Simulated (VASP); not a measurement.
Write the native input for VASP 6.6.1 that does the following.

```yaml
Task: single point
Functional: PBE
Potentials_or_basis: VASP PAW PBE potentials, release 64 (Zr_sv, O)
Cutoff: 520 eV
k_mesh: 3 × 3 × 3
Occupations: fermi-dirac, width 0.01 eV
Spin: collinear spin, typed start
Starting_moments: "[0.5, 0.5, 0.5, 0.0, 0.5, 0.0, 0.0, 0.0, 0.0, 0.0, 0.0, 0.0, 0.0, 0.0, 0.0, 0.0, 0.0, 0.0, 0.0, 0.0, 0.0, 0.0, 0.0] μB"
Dipole_correction: no
Further_INCAR_settings: LREAL = Auto; ALGO = Fast; EDIFF = 1e-07; NBANDS = 114
```

The structure of Zr8O15 (a cell with a defect) (Cubic zirconia) lies in POSCAR:

```
Zr8O15
1.0
    0.0000000000      5.0700000000      5.0700000000
    5.0700000000      0.0000000000      5.0700000000
    5.0700000000      5.0700000000      0.0000000000
Zr O
8 15
Direct
    0.0011991347      0.0011991347      0.0011991347
    0.0011991347      0.0011991347      0.4964025960
    0.0011991347      0.4964025960      0.0011991347
    0.0044716106      0.4985094631      0.4985094631
    0.4964025960      0.0011991347      0.0011991347
    0.4985094631      0.0044716106      0.4985094631
    0.4985094631      0.4985094631      0.0044716106
    0.4985094631      0.4985094631      0.4985094631
    0.1281787833      0.1281787833      0.6218212167
    0.1281787833      0.6218212167      0.1281787833
    0.1281787833      0.6218212167      0.6218212167
    0.6218212167      0.1281787833      0.1281787833
    0.6218212167      0.1281787833      0.6218212167
    0.6218212167      0.6218212167      0.1281787833
    0.6250000000      0.6250000000      0.6250000000
    0.3750000000      0.3750000000      0.3750000000
    0.3684730176      0.3684730176      0.8815269824
    0.3684730176      0.8815269824      0.3684730176
    0.3684730176      0.8815269824      0.8815269824
    0.8815269824      0.3684730176      0.3684730176
    0.8815269824      0.3684730176      0.8815269824
    0.8815269824      0.8815269824      0.3684730176
    0.8750000000      0.8750000000      0.8750000000
```

The cell isn't the ideal one: O vacancy, charge +0, ions relaxed.

These files were run (other wordings do the same):

INCAR

```
SYSTEM = Zr8O15
ALGO = Fast
EDIFF = 1E-7
ENCUT = 520
GGA = PE
ISIF = 2
ISMEAR = -1
ISPIN = 2
LASPH = .TRUE.
LCHARG = .FALSE.
LMAXMIX = 4
LORBIT = 11
LREAL = Auto
LWAVE = .FALSE.
MAGMOM = 0.5 0.5 0.5 0 0.5 0 0 0 0 0 0 0 0 0 0 0 0 0 0 0 0 0 0
NBANDS = 114
NELM = 150
PREC = Accurate
SIGMA = 0.01
```

KPOINTS

```
k-points
0
G
  3 3 3
  0 0 0
```

Potentials or basis: VASP PAW PBE potentials, release 64 (Zr_sv, O).

The run is started by

```bash
$ cat potpaw_PBE.64/Zr_sv/POTCAR potpaw_PBE.64/O/POTCAR > POTCAR
$ mpirun -np 1 vasp_std > vasp.out
```

Results of the run:

- Pressure: 5.6 GPa
- Largest force: 0.022 eV/Å
- Band gap on the k mesh: 0.84 eV, indirect (least direct gap 1.17 eV)
- Net moment: 0.00 μB per cell
- Valence electrons inside the program's atomic spheres: Zr 9.58, 9.54; O 5.11, 5.09, 5.13, 5.10, 5.08

It took 14 min on 1 thread of Intel(R) Xeon(R) Platinum 8488C (Sapphire Rapids) (shared host), peak memory 0.6 GiB.
